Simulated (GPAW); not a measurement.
# MnO (Fm-3m) in GPAW: single point with r2SCAN

Aim: the single point of MnO with r2SCAN.

Program: GPAW 26.7.0. These are calculated values, not measurements. Logs are shortened: lines on timing, memory, paths and dates and some standing lists are left out, and cuts for length are marked. The log counts tension as positive stress, the text compression.

## 1. Starting point

Symmetry: Fm-3m, No. 225, cubic system. Conventional cell: a = 4.448 Å, b = 4.448 Å, c = 4.448 Å, α = 90.00°, β = 90.00°, γ = 90.00°. Around Mn (site symmetry m-3m) lie 6 O at 2.22 Å. O (site symmetry m-3m) has 6 Mn at 2.22 Å as nearest neighbours.

The cell is a database's computed one.

## 2. Single point, r2SCAN, collinear spin, ferromagnetic start

Contents of run.py:

```python
from ase.dft.bandgap import bandgap
from ase.io import read, write
from ase.units import GPa
from gpaw import GPAW, PW

atoms = read('MnO.xyz')
atoms.set_initial_magnetic_moments([5.0, 0.0])

calc = GPAW(mode=PW(650),
            xc='MGGA_X_R2SCAN+MGGA_C_R2SCAN',
            kpts={'size': (8, 8, 8), 'gamma': True},
            occupations={'name': 'fermi-dirac', 'width': 0.05},
            nbands=21,
            maxiter=120,
            txt='gpaw.txt')
atoms.calc = calc
energy = atoms.get_potential_energy()
forces = atoms.get_forces()
stress = atoms.get_stress()
calc.write('gs.gpw')
write('result.traj', atoms)
print(f'Energy: {energy:.6f} eV')
print('Forces (eV/A):')
print(forces.round(4))
print('Stress (GPa):', (stress / GPa).round(3))
print('Moments:', calc.get_magnetic_moments().round(3))
print('Fermi level:', round(calc.get_fermi_level(), 4), 'eV')
print(f'Gap: {bandgap(calc)[0]:.4f} eV, direct: {bandgap(calc, direct=True)[0]:.4f} eV')
```

Contents of MnO.xyz:

```xyz
2
Lattice="0.0000000000 2.2239077028 2.2239077028 2.2239077028 0.0000000000 2.2239077028 2.2239077028 2.2239077028 0.0000000000" Properties=species:S:1:pos:R:3 pbc="T T T"
Mn     0.0000000000      0.0000000000      0.0000000000
O      2.2239077028      2.2239077028      2.2239077028
```

Potentials or basis: GPAW PAW data sets (gpaw-data 1.2.1), pw.

On the command line:

```bash
$ OMP_NUM_THREADS=1 python run.py
```

gpaw.txt:

```text
__  _  _
 | _ |_)|_||  |
 |__||  | ||/\| - 26.7.0

Input parameters:
  mode=PW(ecut=650.0),
  kpts=MonkhorstPack(size=(8, 8, 8), gamma=True),
  maxiter=120,
  nbands=21,
  occupations=Occupations(name='fermi-dirac', width=0.05),
  xc=XC(name='MGGA_X_R2SCAN+MGGA_C_R2SCAN')

Diagonalizing LCAO Hamiltonian
Converting LCAO to pw mode

              O

       Mn

Atoms  # Å, Bohr magnetons
|   | symbol |        x |        y |        z |    initial magnetic moments |
|---|--------|----------|----------|----------|-----------------------------|
| 0 |     Mn | 0.000000 | 0.000000 | 0.000000 | ( 0.0000,  0.0000,  5.0000) |
| 1 |      O | 2.223908 | 2.223908 | 2.223908 | ( 0.0000,  0.0000,  0.0000) |

Unit cell  # Å
| periodic |        x |        y |        z |  lengths |    angles |
|----------|----------|----------|----------|----------|-----------|
|      yes | 0.000000 | 2.223908 | 2.223908 | 3.145080 | 60.000000 |
|      yes | 2.223908 | 0.000000 | 2.223908 | 3.145080 | 60.000000 |
|      yes | 2.223908 | 2.223908 | 0.000000 | 3.145080 | 60.000000 |

Number of symmetries: 48
Symmetry operations  # r_c * U_cc + t_c -> r_c
|    | kind |            matrix            |
|----|------|------------------------------|
|  0 |  σ   |  1, 0, 0,  1, 0,-1,  1,-1, 0 |
|  1 |  C2  |  1, 0, 0,  1,-1, 0,  1, 0,-1 |
|  2 |  E   |  1, 0, 0,  0, 1, 0,  0, 0, 1 |
|  3 |  σ   |  1, 0, 0,  0, 0, 1,  0, 1, 0 |
|  4 |  C4  |  1, 0,-1,  1, 0, 0,  1,-1, 0 |
|  5 |  S6  |  1, 0,-1,  1,-1, 0,  1, 0, 0 |
|  6 |  σ   |  1, 0,-1,  0, 1,-1,  0, 0,-1 |
|  7 |  C3  |  1, 0,-1,  0, 0,-1,  0, 1,-1 |
|  8 |  S6  |  1,-1, 0,  1, 0, 0,  1, 0,-1 |
|  9 |  C4  |  1,-1, 0,  1, 0,-1,  1, 0, 0 |
| 10 |  C3  |  1,-1, 0,  0,-1, 1,  0,-1, 0 |
| 11 |  σ   |  1,-1, 0,  0,-1, 0,  0,-1, 1 |
| 12 |  σ   |  0, 1, 0,  1, 0, 0,  0, 0, 1 |
| 13 |  C4  |  0, 1, 0,  0, 1,-1, -1, 1, 0 |
| 14 |  C3  |  0, 1, 0,  0, 0, 1,  1, 0, 0 |
| 15 |  S6  |  0, 1, 0, -1, 1, 0,  0, 1,-1 |
| 16 |  C2  |  0, 1,-1,  1, 0,-1,  0, 0,-1 |
| 17 |  σ   |  0, 1,-1,  0, 1, 0, -1, 1, 0 |
| 18 |  S4  |  0, 1,-1,  0, 0,-1,  1, 0,-1 |
| 19 |  C4  |  0, 1,-1, -1, 1, 0,  0, 1, 0 |
| 20 |  C3  |  0, 0, 1,  1, 0, 0,  0, 1, 0 |
| 21 |  σ   |  0, 0, 1,  0, 1, 0,  1, 0, 0 |
| 22 |  S6  |  0, 0, 1,  0,-1, 1, -1, 0, 1 |
| 23 |  C4  |  0, 0, 1, -1, 0, 1,  0,-1, 1 |
| 24 |  S4  |  0, 0,-1,  1, 0,-1,  0, 1,-1 |
| 25 |  C3  |  0, 0,-1,  0, 1,-1,  1, 0,-1 |
| 26 |  C2  |  0, 0,-1,  0,-1, 0, -1, 0, 0 |
| 27 |  S6  |  0, 0,-1, -1, 0, 0,  0,-1, 0 |
| 28 |  S4  |  0,-1, 1,  1,-1, 0,  0,-1, 0 |
| 29 |  C4  |  0,-1, 1,  0, 0, 1, -1, 0, 1 |
| 30 |  C2  |  0,-1, 1,  0,-1, 0,  1,-1, 0 |
| 31 |  σ   |  0,-1, 1, -1, 0, 1,  0, 0, 1 |
| 32 |  C3  |  0,-1, 0,  1,-1, 0,  0,-1, 1 |
| 33 |  S6  |  0,-1, 0,  0, 0,-1, -1, 0, 0 |
| 34 |  S4  |  0,-1, 0,  0,-1, 1,  1,-1, 0 |
| 35 |  C2  |  0,-1, 0, -1, 0, 0,  0, 0,-1 |
| 36 |  C2  | -1, 1, 0,  0, 1, 0,  0, 1,-1 |
| 37 |  S6  | -1, 1, 0,  0, 1,-1,  0, 1, 0 |
[... 90 lines left out ...]
      type: gauss
      rc: 0.21  # [Å]
      lmax: 2
    cutoffs:
      filter: 1.17  # [Å]
      core: 0.83  # [Å]
    projectors
    | kind |    occ | energy [eV] | rcut [Å] |
    |------|--------|-------------|----------|
    |   2s |  2.000 |     -23.961 |    0.688 |
    |   2p |  4.000 |      -9.029 |    0.598 |
    |    s |        |       3.251 |    0.688 |
    |    p |        |      18.182 |    0.598 |
    |    d |        |       0.000 |    0.619 |

    Using partial waves for O as LCAO basis

Reference energy: -33554.940374  # eV

eigensolver:
  PPCG
  Converge bands: occupied
  niter=2

density mixing:
  MSR1-Mixer
  Pratt-step length: 0.05
  Maximum mixing coefficient: 0.75
  Old densities: 10
  SVD Regularization: 0.005
  Good broyden scale: 1.0
  Trust region scale: 1.0
  Backstep threshold: 4.0
  History deletion threshold: 6.0
  Fourier metric: weight=20.0, sigma=0.015

occupation numbers:
  Fermi-Dirac:
    width: 0.0500  # eV

poisson solver:
  ecut: 5200.0  # eV

xc functional:
  name: MGGA_X_R2SCAN+MGGA_C_R2SCAN with 2 nearest neighbor stencil

convergence criteria:
- Maximum [total energy] change in last 3 cyles: 0.0005 eV / valence electron
- Maximum integral of absolute [dens]ity change: 0.0001 electrons / valence electron
- Maximum integral of absolute [eigenst]ate change: 4e-08 eV^2 / valence electron
maximum number of iterations: 120

SCF iterations
|iter     | |      energy | eigst |  dens |  magmom |
|---------|-|-------------|-------|-------|---------|
|iter:   1| |  -30.715721 | +0.01 |       |  +5.0041|
|iter:   2| |  -24.966114 | -1.57 | -1.01 |  +5.0039|
|iter:   3| |  -24.976883 | -1.37 | -0.99 |  +5.0014|
|iter:   4| |  -24.451781 | -1.82 | -1.15 |  +4.9711|
|iter:   5| |  -24.447692 | -2.82 | -1.69 |  +4.9742|
|iter:   6| |  -24.454215c| -3.06 | -1.90 |  +4.9859|
|iter:   7| |  -24.454273c| -5.08 | -2.79 |  +4.9881|
|iter:   8| |  -24.454392c| -4.92 | -3.12 |  +4.9910|
|iter:   9| |  -24.454393c| -6.81 | -3.77 |  +4.9910|
|iter:  10| |  -24.454394c| -6.74 | -4.09c|  +4.9909|
|iter:  11| |  -24.454394c| -7.93c| -5.00c|  +4.9909|

Converged in 11 steps
Energy contributions relative to reference atoms: (reference = -33554.940374)

Energy contributions:
  Kinetic:          31.235656
  Coulomb:         -26.023292
  Zero:              0.215384
  External:          0.000000
  Xc:              -29.881451
  Entropy:          -0.001380
  Spinorbit:         0.000000
  ----------------------------
  Free energy:     -24.455084
  Extrapolated:    -24.454394

dipole moment: (-9.657754, -9.657754, -9.657754)  # |e|*Ang

Total magnetic moment: (0.000000, 0.000000, 4.990888)

Local magnetic moments
|        x |        y |        z |
|----------|----------|----------|
| 0.000000 | 0.000000 | 4.442494 |  # Mn   0
| 0.000000 | 0.000000 | 0.199553 |  # O    1

Fermi level: 8.171
Eigenvalues  # (at kpt = [0.000, 0.000, 0.000])
| band index |      eig [eV] | occ [0-1] |      eig [eV] | occ [0-1] |
|------------|---------------|-----------|---------------|-----------|
|          0 |       -76.910 |     1.000 |       -70.444 |     1.000 |
|        ... |               |           |               |           |
|          3 |       -44.451 |     1.000 |       -38.048 |     1.000 |
|          4 |       -13.292 |     1.000 |       -12.752 |     1.000 |
|          5 |         4.082 |     1.000 |         4.645 |     1.000 |
|          6 |         4.082 |     1.000 |         4.645 |     1.000 |
|          7 |         4.082 |     1.000 |         4.646 |     1.000 |
|          8 |         4.502 |     1.000 |         9.652 |     0.000 |
[... 8 lines left out ...]
|         17 |        24.966 |     0.000 |        26.947 |     0.000 |
|         18 |        28.453 |     0.000 |        31.594 |     0.000 |
|        ... |               |           |               |           |
|         20 |        28.455 |     0.000 |        31.596 |     0.000 |

No gap
No difference between direct/indirect transitions

Forces  # eV/Ang
|        x |       y |       z |
|----------|---------|---------|
|  0.00000 | 0.00000 | 0.00000 |  # Mn   0
| -0.00000 | 0.00000 | 0.00000 |  # O    1

Stress tensor  # eV/Ang^3
|         x |         y |         z |
|-----------|-----------|-----------|
| -0.008567 |  0.000000 |  0.000000 |
|  0.000000 | -0.008567 |  0.000000 |
|  0.000000 |  0.000000 | -0.008567 |

# Writing to gs.gpw (mode='')
```

stdout:

```text
Energy: -24.454394 eV
Forces (eV/A):
[[ 0.  0.  0.]
 [-0.  0.  0.]]
Stress (GPa): [-1.373 -1.373 -1.373  0.     0.     0.   ]
Moments: [4.442 0.2  ]
Fermi level: 8.1714 eV
Gap: 0.0000 eV, direct: 0.0000 eV
```

Run time: 47 s. Hardware: 1 thread of Arm Neoverse V2, shared host; peak memory 0.28 GiB.

What came out:

- Free energy: -24.4551 eV
- Pressure: 1.4 GPa
- Band gap on the k mesh: none (metal or under the smearing width)
- Net moment: 4.99 μB per cell
- Site moments: Mn +4.44; O +0.20 μB

Caveat: the cutoff is short for stress and forces, so pressures can be off by a GPa or more; the PAW data sets were made with another functional, which shifts forces and pressure a little; a cell with one magnetic atom can't hold antiferromagnetic order, which such compounds often take; semilocal functionals often make such compounds metallic where correlation or magnetic order opens a gap, which also shifts bond lengths. With open d or f shells a metallic result of r2SCAN can be an artefact of self-interaction; +U or a hybrid may open a gap.
